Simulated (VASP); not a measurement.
Runs of VASP 6.6.1 on Li2S. It takes space group Fm-3m (No. 225, cubic). The conventional cell has a = 5.653 Å, b = 5.653 Å, c = 5.653 Å, α = 90.00°, β = 90.00°, γ = 90.00°. Li (site symmetry -43m) has 4 S at 2.45 Å as nearest neighbours. Around S (site symmetry m-3m) lie 8 Li at 2.45 Å. The cell comes from a database or a generator and needn't be the stable form of this composition.

| level | potentials or basis | k mesh | cutoff (eV) | smearing | gap on the mesh (eV) | pressure (GPa) |
| --- | --- | --- | --- | --- | --- | --- |
| PBEsol | VASP PAW PBE potentials, release 64 (Li_sv, S) | 10 × 10 × 10 | 520 | gaussian 0.02 eV | 3.20 | - |
| PBEsol | VASP PAW PBE potentials, release 64 (Li_sv, S) | 8 × 8 × 8 | 520 | gaussian 0.5 eV | 3.20 | - |
| r2SCAN | VASP PAW PBE potentials, release 64 (Li_sv, S) | 8 × 8 × 8 | 520 | gaussian 0.02 eV | (a) | - |
| PBEsol | VASP PAW PBE potentials, release 64 (Li_sv, S_h) | 8 × 8 × 8 | 900 | gaussian 0.02 eV | 3.20 | 0.1 |
| PBEsol | VASP PAW PBE potentials, release 64 (Li_sv, S) | 8 × 8 × 8 | 700 | gaussian 0.02 eV | 3.20 | 0.0 |

Alike in all rows: task single point; no spin polarisation; cell as given.

Problem. Fill in the values left out.

Solution. (a) 3.85.

Caveats: the PAW data sets were made with another functional, which shifts forces and pressure a little; the cutoff is under 1.25 times the usual one of these potentials, so pressure, stress and relaxed cells hold a basis-set (Pulay) error (some runs).

A k mesh can miss the band edges.
